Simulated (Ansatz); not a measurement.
# HfO2 (CdI2 type): a single-point run

Wanted: a converged single-point run for HfO2 (CdI2 type), and a check of what comes out. The structure is shown as the input types it.

Method: DFT PBE, scalar-relativistic, plane waves, PAW, in Ansatz 0.2.0.

## 1. The structure to begin with

Symmetry: P-3m1, No. 164, trigonal system. Conventional cell: a = 3.252 Å, b = 3.252 Å, c = 5.602 Å, α = 90.00°, β = 90.00°, γ = 120.00°. Around Hf (site symmetry -3m) lie 6 O at 2.11 Å. O (site symmetry 3m) is surrounded by 3 Hf at 2.11 Å.

Structure file:

```cif
data_structure
_symmetry_space_group_name_H-M 'P 1'
_symmetry_Int_Tables_number 1
_cell_length_a 3.2522
_cell_length_b 3.2522
_cell_length_c 5.6017
_cell_angle_alpha 90.000
_cell_angle_beta 90.000
_cell_angle_gamma 120.000
_cell_volume 51.31
loop_
_atom_site_label
_atom_site_type_symbol
_atom_site_fract_x
_atom_site_fract_y
_atom_site_fract_z
_atom_site_occupancy
Hf1 Hf 0.00000 0.00000 0.00000 1
O1 O 0.33333 0.66667 0.17312 1
O2 O 0.66667 0.33333 0.82688 1
```

## 2. The calculation

input.yaml

```yaml
crystal:
  lattice:
    - [3.252211195514, 2.886747970106e-11, 0.0]
    - [-1.626105597782, 2.816497513773, 0.0]
    - [0.0, 0.0, 5.6017024625]
  atoms:
    - { symbol: Hf, position: [0.0, 0.0, 0.0] }
    - { symbol: O, position: [0.3333333333333, 0.6666666666667, 0.1731211689] }
    - { symbol: O, position: [0.6666666666667, 0.3333333333333, 0.8268788311] }
basis:
  ecutwfc: "50 eV"
  ecutrho_ratio: 4
kpoints:
  mp_grid: { grid: [12, 12, 6] }
hamiltonian:
  xc: pbe
scf:
  occupations: { method: gaussian, width: 0.05 }
  max_iter: 50
output:
  forces: true
  stress: true
```

Command:

```
> ansatz run input.yaml --threads 2 --pin off --max-ram 2662MiB --backend cpu --events-out ev --progress --plain --runs-dir out
```

What happens when this is run?

The program finished normally, with warnings (cutoff below recommended). It gives a pressure of -9438 GPa and a largest force of 75.8 eV/Å, which is large.

Look at the input: basis.ecutwfc is 50 eV. With so few plane waves the basis is incomplete by a wide margin. The potentials' recommended cutoff is 420 eV.

Run again and compare: set basis.ecutwfc to 420.
